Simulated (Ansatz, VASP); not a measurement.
## One calculation of NaCl, two programs

```
Na Cl
1.0
     0.00000    2.83484    2.83484
     2.83484    0.00000    2.83484
     2.83484    2.83484    0.00000
Na Cl
1 1
Direct
  0.00000 0.00000 0.00000
  0.50000 0.50000 0.50000
```

Alike in both runs: task single point; functional PBEsol; k mesh 10 × 10 × 10; occupations gaussian, width 0.05 eV; no spin polarisation.

|  | VASP | Ansatz |
| --- | --- | --- |
| version | VASP 6.6.1 | Ansatz 0.2.0 |
| potentials or method | VASP PAW PBE potentials, release 64 (Na_pv, Cl) | scalar-relativistic, plane waves, PAW |
| plane-wave cutoff (eV) | 520 | 420 |
| valence electrons in the cell | 14 | 16 |

|  | VASP | Ansatz | Ansatz less VASP |
| --- | --- | --- | --- |
| gap on the k mesh at the Fermi level (eV) | 4.88 | 4.88 | +0.003 |
| least direct gap on the mesh (eV) | 4.88 | 4.88 | +0.003 |
| pressure (GPa) | -0.8 | -0.9 | -0.01 |

With one functional, cell and mesh, what is left measures potentials, basis and numerics. The two sets of potentials don't hold the same shells in valence.

Caveats: the PAW data sets were made with another functional, which shifts forces and pressure a little (VASP). A k mesh can miss the band edges.
